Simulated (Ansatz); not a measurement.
# InSe (R3m) in Ansatz: further runs

Aim: see how the results for InSe move with the level of theory and the settings. Levels: PBE, PBE exchange only. Tasks: single point.

Everything below comes from runs of Ansatz 0.2.0. Logs are shortened: lines on timing, memory, paths and dates and some standing lists are left out, and cuts for length are marked.

**Experimental background.**

From “The Interaction of Hydrogen with the van der Waals Crystal γ-InSe”, 2020, pmc:7321205, for a bulk crystal of InSe at 300 K: band gap 1.25 eV.

How close the calculation comes is told below.

### 1 Starting point

Symmetry: R3m, No. 160, trigonal system. The conventional cell has a = 4.000 Å, b = 4.000 Å, c = 25.320 Å, α = 90.00°, β = 90.00°, γ = 120.00°. In (site symmetry 3m) is surrounded by 3 Se at 2.63 Å and 1 In at 2.82 Å. In (site symmetry 3m) is surrounded by 3 Se at 2.64 Å and 1 In at 2.82 Å. Se (site symmetry 3m) is surrounded by 3 In at 2.63 Å. Around Se (site symmetry 3m) lie 3 In at 2.64 Å.

### 2 Single point, PBE

input.yaml reads:

```yaml
crystal:
  lattice:
    - [2.0, 1.1547005384, 8.44]
    - [-2.0, 1.1547005384, 8.44]
    - [0.0, -2.3094010768, 8.44]
  atoms:
    - { symbol: In, position: [0.8886, 0.8886, 0.8886] }
    - { symbol: In, position: [0.0, 0.0, 0.0] }
    - { symbol: Se, position: [0.1719, 0.1719, 0.1719] }
    - { symbol: Se, position: [0.3835, 0.3835, 0.3835] }
kpoints:
  mp_grid: { grid: [6, 6, 6] }
scf:
  occupations: { method: fermi_dirac, width: 0.04 }
hamiltonian:
  xc: pbe
  pseudopotentials: { kind: all_electron, lapw: { basis_error: 0.002 } }
output:
  forces: true
  stress: true
  eigenvalues: true
```

Potentials or basis: all-electron LAPW, scalar-relativistic.

The run is started by

```sh
$ ansatz run input.yaml --threads 2 --pin off --max-ram 6144MiB --backend cpu --events-out ev --progress --plain --runs-dir out
```

The log of the run:

```text
Warning: RAYON_NUM_THREADS=2 ignored (pool sized by the plan → 2); use --threads N
LAPW: plane waves up to 8.120 Å⁻¹, error target 2.0e-3 eV per atom; small_component_spin mean_spin; Se in spheres of 1.261 Å, 24 of its electrons in bands, Dirac shells []; In in spheres of 1.373 Å, 21 of its electrons in bands, Dirac shells [] (how accurate: hamiltonian.pseudopotentials.lapw.basis_error, Limitations)
Engine: ansatz 0.2.0, aarch64-unknown-linux-gnu
Pseudopotentials: kind: all_electron
Pseudopotential: In, LAPW, valence charge 21, lapw/all_electron/scalar/gaussian/In, Koelling and Harmon's equation, gaussian nucleus
Pseudopotential: Se, LAPW, valence charge 24, lapw/all_electron/scalar/gaussian/Se, Koelling and Harmon's equation, gaussian nucleus
Functional definition: PBE
  parameter kappa = 0.804
  parameter beta = 0.06672455060314922
  exchange = pbe_x(kappa = kappa, mu = beta*pi^2/3)
  correlation = pbe_c(beta = beta)
Crystal: 4 atoms, lattice volume = 116.948 Å³
Basis set: ecut = 251.2315661117125 eV, 1065 PW (Γ), FFT grids on a1−a3, a2−a3, a3, exchange–correlation at level 2
Bands: 54, of which v1, the nominal top of the filled ones, is band 45 counted from 1 (44 counted from 0)
Symmetry: 6 space group operations
Space group: R3m (ITA 160), of the structure as read, at distance tolerance 4.9e-5 Å
k-points: 32 of 216 (time reversal used)
Non-local potential: In, projectors of the file, none
Non-local potential: Se, projectors of the file, none
Initial density: superposition of atomic densities (chi_scale 0.1, normalization cell, long waves 34 % of neutral atoms (reshape's long-wave potential 1.34 eV rms, cloud 2.62 Å wide))
Initial wavefunctions: plane waves of lowest kinetic energy (no species holds an atomic orbital)
Functional: x = pbe(κ = 0.804, μ = 0.2195149727645171), c = pbe(β = 0.06672455060314922)
iter 1 solved again at ethr=1.81e-3 eV; its pass at ethr=1.00e-1 eV (dr2=1.63e0 eV) is discarded
SCF iter   1: F=—  HF=-452345.732080 eV  |F-HF|=—  |Δ(HF+E_count)|=         —  Δρ=2.56e-2  dr2=1.63e0  ethr=1.81e-3  ⟨swp⟩=2.0  Hψ=10938  notcnv=0
preconditioner: auto → Resta (q_TF=auto, 2.612 Å⁻¹)  ε∞=3.0  [insulator: Δε(μ)=0.635 eV  Ē_g=14.889 eV  σ=0.040 eV  W_gap=1.00  n_scr=36 (ndim 8)  ℏωp=21.2 eV  f_vac=0.150  D(μ)=0.00/eV (n_scr^D=0)  ε∞_Penn≈3.0]
SCF iter   2: F=—  HF=-452345.315828 eV  |F-HF|=—  |Δ(HF+E_count)|=   4.16e-1  Δρ=1.17e-2  dr2=2.57e-1  ethr=1.81e-3  ⟨swp⟩=3.0  Hψ=5374  notcnv=0
SCF iter   3: F=—  HF=-452345.286974 eV  |F-HF|=—  |Δ(HF+E_count)|=   2.89e-2  Δρ=6.74e-3  dr2=8.38e-2  ethr=2.86e-4  ⟨swp⟩=2.1  Hψ=5282  notcnv=0
iter 4 solved again at ethr=4.90e-6 eV; its pass at ethr=9.31e-5 eV (dr2=4.41e-3 eV) is discarded
SCF iter   4: F=—  HF=-452345.287128 eV  |F-HF|=—  |Δ(HF+E_count)|=         —  Δρ=1.29e-3  dr2=4.40e-3  ethr=4.90e-6  ⟨swp⟩=2.0  Hψ=8799  notcnv=0
the basis was enlarged: its passes take 365.0 KiB over the memory plan, 2 of 2 planned eigensolver slots
SCF iter   5: F=—  HF=-452345.287083 eV  |F-HF|=—  |Δ(HF+E_count)|=   4.50e-5  Δρ=4.13e-4  dr2=3.59e-4  ethr=4.89e-6  ⟨swp⟩=2.9  Hψ=5046  notcnv=0
SCF iter   6: F=—  HF=-452345.287348 eV  |F-HF|=—  |Δ(HF+E_count)|=   2.65e-4  Δρ=1.91e-4  dr2=6.52e-5  ethr=3.98e-7  ⟨swp⟩=3.0  Hψ=5187  notcnv=0
SCF iter   7: F=—  HF=-452345.287460 eV  |F-HF|=—  |Δ(HF+E_count)|=   1.11e-4  Δρ=6.76e-5  dr2=1.01e-5  ethr=7.24e-8  ⟨swp⟩=3.0  Hψ=5203  notcnv=0
SCF iter   8: F=—  HF=-452345.287471 eV  |F-HF|=—  |Δ(HF+E_count)|=   1.12e-5  Δρ=2.14e-5  dr2=9.10e-7  ethr=1.12e-8  ⟨swp⟩=3.0  Hψ=5256  notcnv=0
SCF iter   9: F=—  HF=-452345.287473 eV  |F-HF|=—  |Δ(HF+E_count)|=   2.07e-6  Δρ=8.20e-6  dr2=1.21e-7  ethr=1.01e-9  ⟨swp⟩=3.0  Hψ=5256  notcnv=0
SCF iter  10: F=-452345.287473 eV  HF=-452345.287473 eV  |F-HF|=6.50e-8  |Δ(HF+E_count)|=   1.51e-7  Δρ=4.28e-6  dr2=2.69e-8  ethr=1.35e-10  ⟨swp⟩=3.0  Hψ=5200  notcnv=0
SCF 1 converged in 10 iterations: F = -452345.287473 eV  dr2 = 2.69e-8
SCF converged after 10 iterations
Free energy (F): -452345.287473 eV
Harris-Foulkes:  -452345.287473 eV  (|F-HF|=6.50e-8)
Internal energy: -452345.287454 eV  (E = F + TS)
E sigma→0 (E₀):  -452345.287464 eV
Entropy (-TS):   -0.000019 eV (-0.005 meV/atom)
Fermi energy:    9.222359 eV
--- Per-component energies (eV) ---
  E_band       = -4470.819821
  E_kinetic    = 471366.388583
  E_xc         = -13498.475889
  E_electrostatic = -910213.200149  (all electrons and nuclei)
  E_smearing   = -0.000019  (= −TS)
  E_closure    = 0.000000  (closes the sum)
  E_atoms      = -452331.196338  (free atoms, spherical and without spin; not in F)
  Σ components = -452345.287473   (vs F -452345.287473, Δ=0.00e0)
  Basis errors (estimates in eV, not in F): energy 8.9e-4 per atom: plane waves 8.1e-4 (4.8e-4 summed), levels above the bands 1.2e-90, relativity 1.7e-7, radial functions 7.9e-5, core shells 2.4e-7; eigenvalues (radial functions only) 1.7e-6; not estimated: angular momenta, meshes, grids; target (lapw.basis_error) 2.0e-3; muffin-tin radii Se 1.261 Å, In 1.373 Å
--- Forces (eV/Å), atoms counted from 1 ---
  atom   1  In     0.00000000     0.00000000     0.36349417
  atom   2  In     0.00000000     0.00000000    -0.34789830
  atom   3  Se     0.00000000    -0.00000000    -0.25726397
  atom   4  Se     0.00000000    -0.00000000     0.24167449
  max |Σ_I F_I| component: 6.39e-6 eV/Å
--- Stress (GPa, compression-positive) ---
        3.194538       0.000000       0.000000
        0.000000       3.194538      -0.000000
        0.000000      -0.000000       1.952319
  P = ⅓ Tr σ = 2.7805 GPa (27.805 kbar)
--- Band table (eV; the first three rows and the last of 32) ---
  k-point 0: bands = ["-198.7670", "-198.7603", "-138.2443", "-138.2443", "-138.2369", "-138.2369", "-138.2119", "-138.2065", "-106.3863", "-106.3820", "-64.8834", "-64.8834", "-64.8790", "-64.8790", "-64.8571", "-64.8361", "-38.4667", "-38.4667", "-38.4589", "-38.4589", "-38.4401", "-38.4401", "-38.4338", "-38.4338", "-38.4301", "-38.4242", "-5.7824", "-5.6105", "-5.6105", "-5.5364", "-5.5364", "-5.5147", "-5.5147", "-5.3500", "-5.3500", "-5.3475", "-4.5548", "-4.1557", "2.7087", "5.5604", "7.4927", "7.6981", "7.6981", "7.7911", "7.7911", "10.7015", "11.1093", "13.4055", "13.4055", "14.1836", "14.5000", "14.5000", "16.5435", "17.6712"]
  k-point 1: bands = ["-198.7670", "-198.7603", "-138.2443", "-138.2443", "-138.2369", "-138.2369", "-138.2119", "-138.2065", "-106.3863", "-106.3820", "-64.8834", "-64.8834", "-64.8791", "-64.8790", "-64.8571", "-64.8361", "-38.4667", "-38.4667", "-38.4589", "-38.4589", "-38.4401", "-38.4401", "-38.4338", "-38.4338", "-38.4300", "-38.4242", "-5.7979", "-5.6919", "-5.6439", "-5.6054", "-5.5218", "-5.5172", "-5.5017", "-5.3901", "-5.3521", "-5.2713", "-4.2569", "-3.9054", "2.8949", "5.0736", "6.2874", "7.1532", "7.3773", "7.5108", "7.9523", "11.1431", "11.7623", "12.7386", "13.5594", "13.6412", "14.8023", "15.0604", "15.8376", "17.3107"]
  k-point 2: bands = ["-198.7670", "-198.7603", "-138.2443", "-138.2443", "-138.2369", "-138.2369", "-138.2119", "-138.2065", "-106.3863", "-106.3820", "-64.8836", "-64.8834", "-64.8792", "-64.8790", "-64.8571", "-64.8360", "-38.4667", "-38.4665", "-38.4589", "-38.4587", "-38.4401", "-38.4401", "-38.4338", "-38.4338", "-38.4299", "-38.4241", "-5.8980", "-5.7911", "-5.7180", "-5.6027", "-5.5360", "-5.4795", "-5.4675", "-5.4085", "-5.3552", "-5.2139", "-3.6437", "-3.3886", "2.9458", "3.9547", "5.1845", "6.8749", "6.8805", "6.9990", "7.8114", "10.5510", "11.0443", "12.7690", "13.2359", "13.8189", "15.5063", "15.6608", "16.2490", "16.8610"]
  k-point 31: bands = ["-198.7670", "-198.7603", "-138.2443", "-138.2443", "-138.2369", "-138.2369", "-138.2119", "-138.2065", "-106.3863", "-106.3820", "-64.8834", "-64.8834", "-64.8790", "-64.8790", "-64.8571", "-64.8361", "-38.4667", "-38.4667", "-38.4589", "-38.4589", "-38.4401", "-38.4401", "-38.4338", "-38.4338", "-38.4301", "-38.4242", "-5.7822", "-5.6107", "-5.6107", "-5.5362", "-5.5362", "-5.5148", "-5.5148", "-5.3561", "-5.3498", "-5.3498", "-4.4137", "-4.3042", "3.0571", "4.6673", "7.6303", "7.6303", "7.8653", "7.8653", "8.9991", "9.4448", "11.1715", "13.3231", "13.3231", "14.6243", "14.6243", "14.6672", "17.0245", "17.7551"]
```

Wall time 52 s (2 threads of Arm Neoverse V1, shared host); peak memory 0.51 GiB.

What came out:

| Item | Value |
| --- | --- |
| Free energy | -452345.2875 eV |
| Pressure | 2.8 GPa |
| Largest force | 0.363 eV/Å |
| Band gap on the k mesh | 0.45 eV, direct |

Forces on the atoms (eV/Å):
```
In   0.000  0.000  0.363
In   0.000  0.000 -0.348
Se   0.000  0.000 -0.257
Se   0.000  0.000  0.242
```

Stress tensor (GPa, compression positive):
```
3.19 0.00 0.00
0.00 3.19 0.00
0.00 0.00 1.95
```

Caveat: spin-orbit coupling is left out, which moves the levels of the heavy elements.

(Continued in part 2 of 2.)
